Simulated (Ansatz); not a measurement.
# WSe2: how the free axis answers a strain

WSe2, P6_3/mmc, a = 3.230 Å, c = 12.417 Å. Ansatz: PBEsol+D3(BJ), PAW, 420 eV, Γ-centred 12×12×4 mesh on 6 atoms, Gaussian smearing 0.02 eV; no spin polarisation. Series: biaxial strain in the a-b plane, c and atoms relaxed; x is the strain in per cent. y is the change of c in per cent of 12.417 Å.

| x (%) | y (%) |
| --- | --- |
| -4.5 | 1.88 |
| -3.0 | 1.21 |
| -1.5 | 0.57 |
| 0.0 | 0.00 |
| 1.5 | -0.64 |
| 3.0 | -1.20 |
| 4.5 | ? |

Task: Fit y = c1 x + c2 x² to the other rows, say what c1 measures, and predict the missing y.

Result: Least squares on the rows shown. y = −0.4057 x + 0.001777 x². With no stress along c, c1 = −2C13/C33 = -0.406. At x = 4.5 the fit asked for gives -1.79 %. The run gave -1.75 %, so the fit is 0.04 % too low, within twice the rms miss on the fitted rows (0.03 %).

Spin–orbit coupling is left out, which can shift energies with elements as heavy as these.